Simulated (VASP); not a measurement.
A run of VASP 6.6.1:

Contents of INCAR:

```
PREC = Accurate ; ENCUT = 520
EDIFF = 1E-6 ; ISMEAR = 0
SIGMA = 0.05 ; LREAL = False
LASPH = True ; NELM = 80
ALGO = Normal ; ISIF = 2
LWAVE = False ; LCHARG = True
GGA = PE ; LELF = True
LVHAR = True ; NBANDS = 12
```

File KPOINTS:

```
Automatic mesh
0
Gamma
  18 18 18
```

The input POSCAR:

```
Zn
1.0
   -1.5658907539      1.5658907539      1.5658907539
    1.5658907539     -1.5658907539      1.5658907539
    1.5658907539      1.5658907539     -1.5658907539
Zn
1
Direct
    0.0000000000      0.0000000000      0.0000000000
```

Potentials or basis: VASP PAW PBE potentials, release 64 (Zn).

Launch:

```sh
$ cat potpaw_PBE.64/Zn/POTCAR > POTCAR
$ mpirun -np 1 vasp_std > vasp.out
```

Hardware: 1 thread of Intel(R) Xeon(R) 6975P-C (Granite Rapids), with other jobs on the host.

Task: How long does it take, and how much memory?

Result: It took 9.2 s on 1 thread of Intel(R) Xeon(R) 6975P-C (Granite Rapids), on a shared host, peak memory 0.14 GiB. Counts: scf iterations 10, k points 195.
